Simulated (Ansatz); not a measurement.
Runs of Ansatz 0.2.0 on Si2Mo. Symmetry: I4/mmm, No. 139, tetragonal system. The conventional cell has a = 3.200 Å, b = 3.200 Å, c = 7.861 Å, α = 90.00°, β = 90.00°, γ = 90.00°. Mo (site symmetry 4/mmm) is surrounded by 10 Si at 2.62 Å. Si (site symmetry 4mm) has 5 Si at 2.61 to 2.63 Å and 5 Mo at 2.62 Å as nearest neighbours. 

| task | level | potentials or basis | spin | cell | k mesh | cutoff (eV) | smearing | atoms under strain | other keys | mesh quality | gap on the mesh (eV) | pressure (GPa) | largest force (eV/Å) |
| --- | --- | --- | --- | --- | --- | --- | --- | --- | --- | --- | --- | --- | --- |
| projected density of states | revPBE | PseudoDojo standard (PBE files) | SOC, no magnetisation | atoms moved at random, drawn with an rms of 0.05 Å | 7 × 7 × 9 | 1088 | gaussian 0.05 eV | - | scf.initial_density.chi_scale = 0 | not flagged | none | 3.9 | 0.80 |
| single point | PBE | Ansatz PAW | off | atoms moved at random, drawn with an rms of 0.05 Å | 12 × 12 × 12 | 420 | fermi-dirac 0.05 eV | - | - | not flagged | none | 2.5 | 0.92 |
| ladder of functionals | PBE+D3(BJ) | Ansatz NC | off | as given | 12 × 12 × 12 | 1088 | methfessel-paxton 0.1 eV | - | - | not flagged | none | (a) | (b) |
| elastic constants | exchange-only PBE | PseudoDojo standard (PBE files) | SOC, no magnetisation | volume scaled by 1.15 | 9 × 9 × 9 | 1088 | methfessel-paxton 0.1 eV | clamped | kpoints.mp_grid.grid = 9 × 9 × 9 | not flagged | none | -1.5 | 0.48 |
| density of states | PBE0+D3(BJ) | SPMS NC | off | as given | 7 × 7 × 7 | 626 | cold 0.05 eV | - | hamiltonian.dispersion = d3bj | coarse | none | -10.8 | 0.50 |

Problem. Estimate the missing entries.

Solution. (a) -4.8; (b) 0.28.

Caveats: some runs use coarse meshes; the potentials were made for another functional, which shifts forces and pressure (some runs); pairwise dispersion overbinds metals, which lowers pressure and volume (some runs); elastic constants of metals need much finer meshes, so these are rough (some runs); the thresholds are loose for stress (some runs).

A k mesh can miss the band edges, and rows without SOC leave out spin-orbit coupling on Mo.

A gap of «none» marks a metal or a gap under the smearing width.
